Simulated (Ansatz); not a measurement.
**Contact densities of AgBr against volume**

```yaml
crystal:
  lattice:
    - [0.00000, 2.88605, 2.88605]
    - [2.88605, 0.00000, 2.88605]
    - [2.88605, 2.88605, 0.00000]
  atoms:
    - { symbol: Ag, position: [0.50000, 0.50000, 0.50000] }
    - { symbol: Br, position: [0.00000, 0.00000, 0.00000] }
```

Atom numbers follow the list: Ag1, Br2.

Conventional cell: a = 5.772 Å, b = 5.772 Å, c = 5.772 Å, α = 90.00°, β = 90.00°, γ = 90.00°. Around Ag (atom 1) lie 6 Br at 2.89 Å. Around Br (atom 2) lie 6 Ag at 2.89 Å.

The cell is COD entry 9011682, as deposited and not checked against the literature; nothing was relaxed.

These are results of Ansatz 0.2.0, DFT, PBEsol, all-electron PAW with datasets made for the crystal, scalar-relativistic, not measurements.

Numerical set-up: a Γ-centred 7×7×7 k mesh, Fermi–Dirac smearing of 0.02 eV, cutoff 260 eV (chosen by the program for this cell), no spin polarisation.

The contact density is the mean electron density over the nuclear volume; its changes follow the s electrons' response to bonding and compression. Changes below are taken from the unscaled cell, where it is 946931 e/Å³ at Ag1, 292791 e/Å³ at Br2.

Volumes at which the program chose other datasets or cutoffs are left out.

| V/V(cell) | P (GPa) | Δρ(0) Ag1 (e/Å³) | Δρ(0) Br2 (e/Å³) |
| --- | --- | --- | --- |
| 0.9400 | 0.6 | ? | 0.10 |
| 0.9600 | -0.5 | 2.96 | 0.07 |
| 0.9800 | -1.5 | ? | 0.04 |
| 0.9900 | -1.9 | ? | 0.02 |
| 1.0000 | -2.3 | 0.00 | 0.00 |
| 1.0100 | -2.7 | -0.70 | -0.02 |

Problem. What belongs in the row "0.9800", column "Δρ(0) Ag1 (e/Å³)"?

Solution. 1.44.

Problem. Give the missing entry: row "0.9400", column "Δρ(0) Ag1 (e/Å³)".

Solution. 4.55.

Problem. Give the missing entry: row "0.9900", column "Δρ(0) Ag1 (e/Å³)".

Solution. 0.71.

The datasets are made afresh for each cell, so very small changes are uncertain.
